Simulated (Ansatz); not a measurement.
# ZrN: the cost of one run

Method: DFT PBE, scalar-relativistic, plane waves, PAW, in Ansatz 0.2.0.

The COD entry's cell or inner coordinates are ideal or old and differ from later refinements, so a difference from it is no clean test against experiment.

2 further runs of the same task are left out: 1 that didn't finish, 1 set aside as unsound or not needed.

**1. The structure to begin with**

The structure is cubic, space group Fm-3m (No. 225). Conventional cell: a = 4.595 Å, b = 4.595 Å, c = 4.595 Å, α = 90.00°, β = 90.00°, γ = 90.00°. Around Zr (site symmetry m-3m) lie 6 N at 2.30 Å. Around N (site symmetry m-3m) lie 6 Zr at 2.30 Å.

Structure file:

```xyz
2
Lattice="0.0000 2.2974 2.2974 2.2974 0.0000 2.2974 2.2974 2.2974 0.0000" Properties=species:S:1:pos:R:3 pbc="T T T"
Zr    2.2974    2.2974    2.2974
N     0.0000    0.0000    0.0000
```

This cell was relaxed beforehand with the same method: volume 12.13 Å³/atom, gap on the mesh none (metal).

**2. Building the cluster of 10 host atoms, cut as a sphere about bond, shaken**

The cluster is cut from the relaxed crystal and set in a periodic box with vacuum round it. Its excess energy counts from the bulk, -2285.6556 eV an atom.

The cell holds 5 Zr, 5 N: a = 13.100 Å, b = 11.100 Å, c = 13.700 Å, α = 90.00°, β = 90.00°, γ = 90.00°.

**3. Relaxing it**

The input, input.yaml:

```yaml
crystal:
  lattice:
    - [13.1, 0.0, 0.0]
    - [0.0, 11.1, 0.0]
    - [0.0, 0.0, 13.7]
  atoms:
    - { symbol: Zr, position: [0.4925899691, 0.3888747684, 0.5098432112], spin: 1.2 }
    - { symbol: "N", position: [0.317359806, 0.3956932167, 0.4933249682], spin: 0.4 }
    - { symbol: "N", position: [0.6811711103, 0.3823355432, 0.5044406501], spin: 0.4 }
    - { symbol: Zr, position: [0.4841460074, 0.5913489678, 0.3391358948], spin: 1.2 }
    - { symbol: Zr, position: [0.4968996675, 0.6011615607, 0.6516770201], spin: 1.2 }
    - { symbol: "N", position: [0.4956920132, 0.3853974709, 0.3354284381], spin: 0.4 }
    - { symbol: "N", position: [0.4961239324, 0.3903023627, 0.6668488283], spin: 0.4 }
    - { symbol: Zr, position: [0.3096720029, 0.6032437487, 0.492578686], spin: 1.2 }
    - { symbol: Zr, position: [0.6684273854, 0.5974185226, 0.4911901249], spin: 1.2 }
    - { symbol: "N", position: [0.4867608585, 0.5898011287, 0.5045194024], spin: 0.4 }
basis:
  ecutwfc: 420
kpoints:
  mp_grid: { grid: [1, 1, 1] }
hamiltonian:
  xc: pbe
scf:
  occupations: { method: gaussian, width: 0.05 }
output:
  forces: true
  eigenvalues: true
  populations: true
  write_density: true
  write_potential: true
  elf: true
  volumetric_format: npy
magnetization:
  spin_polarized: true
relax:
  adjacent_minimum: "off"
  f_tol: 0.03
  max_steps: 40
```

Run with:

```
> ansatz run input.yaml --threads 4 --pin off --max-ram 11264MiB --backend cpu --events-out ev --progress --plain --runs-dir out
```

What time and memory should one allow on 4 threads of Arm Neoverse V1, shared host?

About 2.4 min, with a peak of 1.6 GiB.
